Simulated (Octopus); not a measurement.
## BN under changes of volume

One of the cells (5.969 Å³/atom); the others are scaled copies at fixed shape and fractional positions:

```xyz
4
Lattice="2.5539 0.0000 0.0000 -1.2770 2.2118 0.0000 0.0000 0.0000 4.2269" Properties=species:S:1:pos:R:3 pbc="T T T"
N     0.0000    1.4745    0.5295
N     1.2770    0.7373    2.6430
B     0.0000    1.4745    2.1123
B     1.2770    0.7373    4.2257
```

Measurements of this composition are mostly on another form, of space group No. 194.

* Program: Octopus 16.4
* Functional: PBEsol
* Potentials or basis: pseudodojo_pbesol (PseudoDojo 0.4, PBEsol)
* Grid spacing: 0.122 × 0.122 × 0.121 Å
* k mesh: 12 × 12 × 6
* Occupations: fermi-dirac, width 0.05 eV
* Spin: no spin polarisation

```csv
volume (Å³/atom),energy over the lowest point (meV/atom),gap on the mesh (eV),largest force (eV/Å)
5.611,?,?,?
5.730,5.42,4.97,0.024
5.850,0.00,5.01,0.007
5.969,0.89,5.04,0.008
6.088,7.62,5.06,0.023
6.208,19.11,5.09,0.037
6.327,35.16,5.11,0.050
```

**Question.** What does the run at 5.611 Å³/atom give?

**Answer.** Energy over the lowest point 13.99 meV/atom; gap on the mesh 4.94 eV; largest force 0.041 eV/Å.

Worked out: A Birch-Murnaghan fit of order 3 (a polynomial in V^(-2/3)) to the other rows has its minimum at 5.89 Å³/atom with B0 = V·E''(V) = 404 GPa and B' = 5.0 at fixed shape and positions, which overstates the stiffness. It gives 17.99 meV/atom at 5.611 Å³/atom, against the run's 13.99. A straight line through the other rows of the gap, of slope 1.39 eV per unit of ln V, extrapolates to 4.95 eV, against the run's 4.94.

Energies are extrapolated to zero smearing.

A mesh can miss the band edges.
